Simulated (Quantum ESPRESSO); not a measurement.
# CdSe (Cadmoselite) (P6_3mc) in Quantum ESPRESSO: reference runs

Reference runs on CdSe (Cadmoselite): the cell as given.

All numbers are computed with Quantum ESPRESSO 7.5; they aren't measurements. Logs are shortened: lines on timing, memory, paths and dates and some standing lists are left out, and cuts for length are marked.

**The experiment to reproduce.**

From a printed reference work, data compilation, for a bulk crystal of CdSe at 2 K: band gap 1.841 eV.

The runs below are set against these values where they give the same quantity.

## Step 1: The structure

The structure is hexagonal, space group P6_3mc (No. 186). Conventional cell: a = 4.300 Å, b = 4.300 Å, c = 7.020 Å, α = 90.00°, β = 90.00°, γ = 120.00°. Cd (site symmetry 3m) is surrounded by 4 Se at 2.61 to 2.70 Å. Se (site symmetry 3m) has 4 Cd at 2.61 to 2.70 Å as nearest neighbours.

## Step 2: Single point, PBEsol

pw.in reads:

```
&CONTROL
  calculation = 'scf'
  prefix = 'pwscf'
  outdir = './tmp'
  pseudo_dir = './pseudo'
  tprnfor = .true.
  tstress = .true.
  disk_io = 'low'
/
&SYSTEM
  ibrav = 0
  celldm(1) = 8
  nat = 4
  ntyp = 2
  ecutwfc = 45
  ecutrho = 360
  nbnd = 26
  occupations = 'smearing'
  smearing = 'fd'
  degauss = 0.00367493
/
&ELECTRONS
  conv_thr = 8d-10
  electron_maxstep = 120
  mixing_beta = 0.5
/
ATOMIC_SPECIES
Cd   112.4140 cd_pbesol_v1.uspp.F.UPF
Se    78.9710 se_pbesol_v1.uspp.F.UPF
CELL_PARAMETERS alat
  1.0157277919864   0.0000000000000   0.0000000000000
 -0.5078638959932   0.8796460711964   0.0000000000000
  0.0000000000000   0.0000000000000   1.6582346743591
ATOMIC_POSITIONS crystal
Cd     0.6666666667    0.3333333333    0.5000000000
Cd     0.3333333333    0.6666666667    0.0000000000
Se     0.6666666667    0.3333333333    0.8850000000
Se     0.3333333333    0.6666666667    0.3850000000
K_POINTS automatic
7 7 4 0 0 0
```

pp_density.in reads:

```
&INPUTPP
  prefix = 'pwscf'
  outdir = './tmp'
  filplot = 'density.dat'
  plot_num = 0
/
&PLOT
  nfile = 1
  filepp(1) = 'density.dat'
  iflag = 3
  output_format = 6
  fileout = 'density.cube'
/
```

pp_potential.in reads:

```
&INPUTPP
  prefix = 'pwscf'
  outdir = './tmp'
  filplot = 'potential.dat'
  plot_num = 11
/
&PLOT
  nfile = 1
  filepp(1) = 'potential.dat'
  iflag = 3
  output_format = 6
  fileout = 'potential.cube'
/
```

Potentials or basis: GBRV 1.5 PBEsol.

Run with:

```console
$ OMP_NUM_THREADS=1 mpirun -n 2 pw.x -nk 2 -in pw.in > pw.out
$ OMP_NUM_THREADS=1 mpirun -n 1 pp.x -in pp_density.in > pp_density.out
$ OMP_NUM_THREADS=1 mpirun -n 1 pp.x -in pp_potential.in > pp_potential.out
```

pw.out:

```text
This program is part of the open-source Quantum ESPRESSO suite
     for quantum simulation of materials; please cite
         "P. Giannozzi et al., J. Phys.:Condens. Matter 21 395502 (2009);
         "P. Giannozzi et al., J. Phys.:Condens. Matter 29 465901 (2017);
         "P. Giannozzi et al., J. Chem. Phys. 152 154105 (2020);
     in publications or presentations arising from this work. More details at

     Message from routine setup:
     using ibrav=0 with symmetry is DISCOURAGED, use correct ibrav instead

     K-points division:     npool     =       2
     Subspace diagonalization in iterative solution of the eigenvalue problem:
     a serial algorithm will be used

     G-vector sticks info
     --------------------
     sticks:   dense  smooth     PW     G-vecs:    dense   smooth      PW
     Sum        1639     823    241                87555    30927    4795

     Using Slab Decomposition

     bravais-lattice index     =            0
     lattice parameter (alat)  =       8.0000  a.u.
     unit-cell volume          =     758.5798 (a.u.)^3
     number of atoms/cell      =            4
     number of atomic types    =            2
     number of electrons       =        36.00
     number of Kohn-Sham states=           26
     kinetic-energy cutoff     =      45.0000  Ry
     charge density cutoff     =     360.0000  Ry
     scf convergence threshold =      8.0E-10
     mixing beta               =       0.5000
     number of iterations used =            8  plain     mixing
     Exchange-correlation= SLA  PW   PSX  PSC
                           (   1   4  10   8   0   0   0)

     celldm(1)=   8.000000  celldm(2)=   0.000000  celldm(3)=   0.000000
     celldm(4)=   0.000000  celldm(5)=   0.000000  celldm(6)=   0.000000

     crystal axes: (cart. coord. in units of alat)
               a(1) = (   1.015728   0.000000   0.000000 )
               a(2) = (  -0.507864   0.879646   0.000000 )
               a(3) = (   0.000000   0.000000   1.658235 )

     reciprocal axes: (cart. coord. in units 2 pi/alat)
               b(1) = (  0.984516  0.568410 -0.000000 )
               b(2) = (  0.000000  1.136821  0.000000 )
               b(3) = (  0.000000 -0.000000  0.603051 )

     PseudoPot. # 1 for Cd read from file:
     cd_pbesol_v1.uspp.F.UPF
     Pseudo is Ultrasoft + core correction, Zval = 12.0
     Generated by new atomic code, or converted to UPF format
     Using radial grid of  889 points,  6 beta functions with:
                l(1) =   0
                l(2) =   0
                l(3) =   1
                l(4) =   1
                l(5) =   2
                l(6) =   2
     Q(r) pseudized with  6 coefficients,  rinner =    1.000   1.000   1.000
                                                       1.000   1.000

     PseudoPot. # 2 for Se read from file:
     se_pbesol_v1.uspp.F.UPF
     Pseudo is Ultrasoft + core correction, Zval =  6.0
     Generated by new atomic code, or converted to UPF format
     Using radial grid of  877 points,  6 beta functions with:
                l(1) =   0
                l(2) =   0
                l(3) =   1
                l(4) =   1
                l(5) =   2
                l(6) =   2
     Q(r) pseudized with  8 coefficients,  rinner =    1.300   1.300   1.300
                                                       1.300   1.300

     atomic species   valence    mass     pseudopotential
     Cd               12.00   112.41400     Cd( 1.00)
     Se                6.00    78.97100     Se( 1.00)

     12 Sym. Ops. (no inversion) found ( 6 have fractional translation)

   Cartesian axes

     site n.     atom                  positions (alat units)
         1        Cd     tau(   1) = (   0.5078639   0.2932154   0.8291173  )
         2        Cd     tau(   2) = (  -0.0000000   0.5864307   0.0000000  )
         3        Se     tau(   3) = (   0.5078639   0.2932154   1.4675377  )
         4        Se     tau(   4) = (  -0.0000000   0.5864307   0.6384203  )

     number of k points=    24  Fermi-Dirac smearing, width (Ry)=  0.0037
                       cart. coord. in units 2pi/alat
        k(    1) = (   0.0000000   0.0000000   0.0000000), wk =   0.0102041
        k(    2) = (   0.0000000   0.0000000   0.1507627), wk =   0.0204082
        k(    3) = (   0.0000000   0.0000000  -0.3015255), wk =   0.0102041
        k(    4) = (   0.0000000   0.1624030   0.0000000), wk =   0.0612245
        k(    5) = (   0.0000000   0.1624030   0.1507627), wk =   0.1224490
        k(    6) = (   0.0000000   0.1624030  -0.3015255), wk =   0.0612245
[... 16 lines left out ...]
        k(   23) = (   0.2812902   0.4872089   0.1507627), wk =   0.1224490
        k(   24) = (   0.2812902   0.4872089  -0.3015255), wk =   0.0612245

     Dense  grid:    87555 G-vectors     FFT dimensions: (  50,  50,  90)

     Smooth grid:    30927 G-vectors     FFT dimensions: (  36,  36,  60)

     Initial potential from superposition of free atoms

     starting charge      34.9998, renormalised to      36.0000

     negative rho (up, down):  4.284E-02 0.000E+00
     Starting wfcs are   26 randomized atomic wfcs

     Self-consistent Calculation

     iteration #  1     ecut=    45.00 Ry     beta= 0.50
     Davidson diagonalization with overlap
     ethr =  1.00E-02,  avg # of iterations =  4.0

     Threshold (ethr) on eigenvalues was too large:
     Diagonalizing with lowered threshold

     Davidson diagonalization with overlap
     ethr =  5.05E-04,  avg # of iterations =  1.9

     negative rho (up, down):  4.169E-02 0.000E+00

     total energy              =    -315.68756168 Ry
     estimated scf accuracy    <       0.17983842 Ry

     iteration #  2     ecut=    45.00 Ry     beta= 0.50
     Davidson diagonalization with overlap
     ethr =  5.00E-04,  avg # of iterations =  2.0

     negative rho (up, down):  4.226E-02 0.000E+00

     total energy              =    -315.73948338 Ry
     estimated scf accuracy    <       0.01519074 Ry

     iteration #  3     ecut=    45.00 Ry     beta= 0.50
     Davidson diagonalization with overlap
     ethr =  4.22E-05,  avg # of iterations =  3.3

     negative rho (up, down):  4.265E-02 0.000E+00

     total energy              =    -315.74115018 Ry
     estimated scf accuracy    <       0.00167280 Ry

     iteration #  4     ecut=    45.00 Ry     beta= 0.50
     Davidson diagonalization with overlap
     ethr =  4.65E-06,  avg # of iterations =  4.2

     negative rho (up, down):  4.270E-02 0.000E+00

     total energy              =    -315.74133151 Ry
     estimated scf accuracy    <       0.00008527 Ry

     iteration #  5     ecut=    45.00 Ry     beta= 0.50
     Davidson diagonalization with overlap
     ethr =  2.37E-07,  avg # of iterations =  5.1

     negative rho (up, down):  4.275E-02 0.000E+00

     total energy              =    -315.74140339 Ry
     estimated scf accuracy    <       0.00000287 Ry

     iteration #  6     ecut=    45.00 Ry     beta= 0.50
     Davidson diagonalization with overlap
     ethr =  7.98E-09,  avg # of iterations =  6.4

     negative rho (up, down):  4.279E-02 0.000E+00

     total energy              =    -315.74140853 Ry
     estimated scf accuracy    <       0.00000042 Ry

     iteration #  7     ecut=    45.00 Ry     beta= 0.50
     Davidson diagonalization with overlap
     ethr =  1.16E-09,  avg # of iterations =  2.9

     negative rho (up, down):  4.279E-02 0.000E+00

     total energy              =    -315.74140863 Ry
     estimated scf accuracy    <          4.7E-09 Ry

     iteration #  8     ecut=    45.00 Ry     beta= 0.50
     Davidson diagonalization with overlap
     ethr =  1.32E-11,  avg # of iterations = 10.4

     negative rho (up, down):  4.279E-02 0.000E+00

     End of self-consistent calculation

          k = 0.0000 0.0000 0.0000 (  3863 PWs)   bands (ev):

    -7.4576  -7.0785  -2.7124  -2.7124  -2.6564  -2.6564  -2.6485  -2.3472
    -2.3472  -2.2808  -2.2808  -2.0030   0.8727   4.4561   4.4561   5.1771
     5.1935   5.1935   5.7426   7.1815  10.9755  10.9755  11.2273  12.1033
    12.1033  12.7561

          k = 0.0000 0.0000 0.1508 (  3862 PWs)   bands (ev):

    -7.4021  -7.1336  -2.7063  -2.7063  -2.6667  -2.6667  -2.6085  -2.3357
    -2.3357  -2.2887  -2.2887  -2.1878   1.3897   3.9710   4.5565   4.5565
     5.0771   5.0771   6.8097   7.2858  10.7686  11.0606  11.0606  11.8264
    11.8264  12.0295

          k = 0.0000 0.0000-0.3015 (  3868 PWs)   bands (ev):

    -7.2677  -7.2677  -2.6886  -2.6886  -2.6886  -2.6886  -2.4598  -2.4598
    -2.3104  -2.3104  -2.3104  -2.3104   2.5672   2.5672   4.8089   4.8089
     4.8089   4.8089   7.4059   7.4059  10.8885  10.8885  11.3598  11.3598
    11.3598  11.3598

          k = 0.0000 0.1624 0.0000 (  3893 PWs)   bands (ev):

    -7.3926  -7.0469  -2.6858  -2.6762  -2.6277  -2.6227  -2.6141  -2.3590
    -2.3485  -2.3027  -2.2769  -1.9687   0.9975   3.5681   3.9522   4.1938
     5.0255   5.0401   6.8998   8.0151  10.4342  11.3104  11.3652  11.8622
    12.3977  12.5904

          k = 0.0000 0.1624 0.1508 (  3876 PWs)   bands (ev):

    -7.3414  -7.0964  -2.6783  -2.6711  -2.6353  -2.6337  -2.5801  -2.3439
    -2.3368  -2.3240  -2.2862  -2.1272   1.4551   3.4240   3.7660   4.3049
     4.7477   4.8911   7.4501   8.1041  10.3622  10.8806  11.3091  11.4289
    12.2982  12.3558

          k = 0.0000 0.1624-0.3015 (  3868 PWs)   bands (ev):

    -7.2180  -7.2180  -2.6577  -2.6577  -2.6554  -2.6554  -2.4541  -2.4541
    -2.3103  -2.3103  -2.2894  -2.2894   2.4460   2.4460   4.1885   4.1885
     4.5865   4.5865   8.1283   8.1283  10.2460  10.2460  11.5967  11.5967
    11.7892  11.7892

          k = 0.0000 0.3248 0.0000 (  3879 PWs)   bands (ev):

    -7.2370  -6.9827  -2.6326  -2.6196  -2.5463  -2.5222  -2.4946  -2.3828
    -2.3387  -2.3244  -2.2680  -1.8965   1.1936   2.3542   2.7097   3.6905
     4.5967   4.6566   7.8956   8.5388  10.2706  10.9092  11.7505  12.2957
    12.7407  13.1187

          k = 0.0000 0.3248 0.1508 (  3878 PWs)   bands (ev):

    -7.1976  -7.0174  -2.6203  -2.6126  -2.5591  -2.5519  -2.4687  -2.3776
    -2.3292  -2.3107  -2.2794  -2.0156   1.3703   2.2385   2.9239   3.8174
     4.4879   4.4969   7.8994   8.6710  10.2817  10.3996  11.9130  12.0123
    12.5189  13.3991

          k = 0.0000 0.3248-0.3015 (  3864 PWs)   bands (ev):

    -7.1052  -7.1052  -2.5900  -2.5900  -2.5878  -2.5878  -2.4226  -2.4226
    -2.3052  -2.3052  -2.2031  -2.2031   1.7743   1.7743   3.7811   3.7811
     4.1412   4.1412   8.4222   8.4222  10.0582  10.0582  11.9575  11.9575
    12.6603  12.6603

          k = 0.0000 0.4872 0.0000 (  3867 PWs)   bands (ev):

    -7.0928  -6.9479  -2.6002  -2.5988  -2.4864  -2.4404  -2.4045  -2.3896
    -2.3140  -2.2586  -2.1505  -1.8869   0.9502   1.5503   2.5032   3.3383
     4.0345   4.3766   8.2794   8.4106   9.9554  11.1414  11.7771  12.7961
    13.0060  14.2549
[... 52 lines left out ...]
    -7.0347  -7.0347  -2.5674  -2.5674  -2.5420  -2.5420  -2.3980  -2.3980
    -2.3039  -2.3039  -2.0821  -2.0821   1.3110   1.3110   3.4645   3.4645
     3.9482   3.9482   8.6710   8.6710  10.2196  10.2196  11.7723  11.7723
    12.8478  12.8478

          k = 0.1406 0.5684 0.0000 (  3862 PWs)   bands (ev):

    -7.0449  -6.9475  -2.6108  -2.5638  -2.4775  -2.4299  -2.3937  -2.3748
    -2.3226  -2.2732  -2.0218  -1.8991   0.9743   1.4169   2.5317   3.0151
     3.8002   3.9305   8.8830   9.1434   9.7834  11.2046  11.5273  12.7769
    13.2899  14.1455

          k = 0.1406 0.5684 0.1508 (  3878 PWs)   bands (ev):

    -7.0271  -6.9581  -2.5895  -2.5643  -2.4929  -2.4834  -2.3859  -2.3571
    -2.3171  -2.2862  -2.0049  -1.9177   0.8877   1.2074   2.7884   3.3582
     3.6845   4.0820   8.4174   9.1341  10.3114  10.3844  11.2446  12.8610
    13.1500  14.0914

          k = 0.1406 0.5684-0.3015 (  3860 PWs)   bands (ev):

    -6.9891  -6.9891  -2.5486  -2.5486  -2.5335  -2.5335  -2.3666  -2.3666
    -2.3042  -2.3042  -1.9625  -1.9625   0.9285   0.9285   3.2351   3.2351
     4.0241   4.0241   8.4860   8.4860  10.2110  10.2110  11.9368  11.9368
    13.4719  13.4720

          k = 0.2813 0.4872 0.0000 (  3865 PWs)   bands (ev):

    -7.0201  -6.9519  -2.6209  -2.5152  -2.4681  -2.4680  -2.3656  -2.3583
    -2.3422  -2.2972  -2.0086  -1.8476   1.1526   1.4266   2.2354   3.0087
     3.4998   3.7081   9.5479   9.5538  10.0200  11.4825  11.8527  12.2730
    12.5925  13.7974

          k = 0.2813 0.4872 0.1508 (  3864 PWs)   bands (ev):

    -7.0065  -6.9581  -2.5956  -2.5263  -2.4919  -2.4845  -2.3687  -2.3624
    -2.3290  -2.3118  -1.9831  -1.8695   1.0410   1.2453   2.3842   3.2587
     3.4588   3.9938   9.0831   9.5331  10.1342  11.1428  11.2754  11.9864
    13.1724  13.6685

          k = 0.2813 0.4872-0.3015 (  3844 PWs)   bands (ev):

    -6.9786  -6.9786  -2.5402  -2.5402  -2.5209  -2.5209  -2.3695  -2.3695
    -2.3218  -2.3218  -1.9247  -1.9247   1.0239   1.0239   2.7927   2.7927
     4.0782   4.0782   8.8541   8.8541  10.8475  10.8475  11.3802  11.3802
    13.1613  13.1614

     the Fermi energy is     5.5005 ev

!    total energy              =    -315.74140866 Ry
     estimated scf accuracy    <          3.4E-10 Ry
     smearing contrib. (-TS)   =      -0.00000404 Ry
     internal energy E=F+TS    =    -315.74140461 Ry

     The total energy is F=E-TS. E is the sum of the following terms:
     one-electron contribution =     -83.01633076 Ry
     hartree contribution      =      67.70837405 Ry
     xc contribution           =    -136.93958285 Ry
     ewald contribution        =    -163.49386505 Ry

     convergence has been achieved in   8 iterations

     negative rho (up, down):  4.279E-02 0.000E+00

     Forces acting on atoms (cartesian axes, Ry/au):

     atom    1 type  1   force =    -0.00000000   -0.00000000    0.01050701
     atom    2 type  1   force =     0.00000000    0.00000000    0.01050701
     atom    3 type  2   force =     0.00000000    0.00000000   -0.01050701
     atom    4 type  2   force =    -0.00000000   -0.00000000   -0.01050701

     Total force =     0.021014     Total SCF correction =     0.000040

     Computing stress (Cartesian axis) and pressure

     negative rho (up, down):  4.279E-02 0.000E+00
          total   stress  (Ry/bohr**3)                   (kbar)     P=        3.81
   0.00006838   0.00000000  -0.00000000           10.06        0.00       -0.00
   0.00000000   0.00006838  -0.00000000            0.00       10.06       -0.00
   0.00000000   0.00000000  -0.00005908            0.00        0.00       -8.69

=------------------------------------------------------------------------------=
   JOB DONE.
=------------------------------------------------------------------------------=
```

Wall time 38 s (2 MPI ranks of Arm Neoverse V1, shared host); peak memory 0.48 GiB.

What came out:

```
Free energy            : -4295.8807 eV
Pressure               : 0.4 GPa
Largest force          : 0.270 eV/Å
Band gap on the k mesh : 0.55 eV, direct
```

Forces in eV/Å, atoms in the order of the input:
```
Cd   0.000  0.000  0.270
Cd   0.000  0.000  0.270
Se   0.000  0.000 -0.270
Se   0.000  0.000 -0.270
```

Stress tensor (GPa, compression positive):
```
 1.01  0.00  0.00
 0.00  1.01  0.00
 0.00  0.00 -0.87
```

## Step 3: Against experiment

Step 2. Against the measured gap of CdSe, 1.841 eV (2 K; a printed reference work, data compilation), the calculated 0.55 eV is off by -1.29 eV. So large a miss can be the level of theory's own, or it may mean another phase, state or a wrong row. Spin-orbit coupling on Cd, Se is left out. The value is that of PBEsol, without temperature or zero-point motion. Semilocal functionals fall short of measured gaps as a rule.
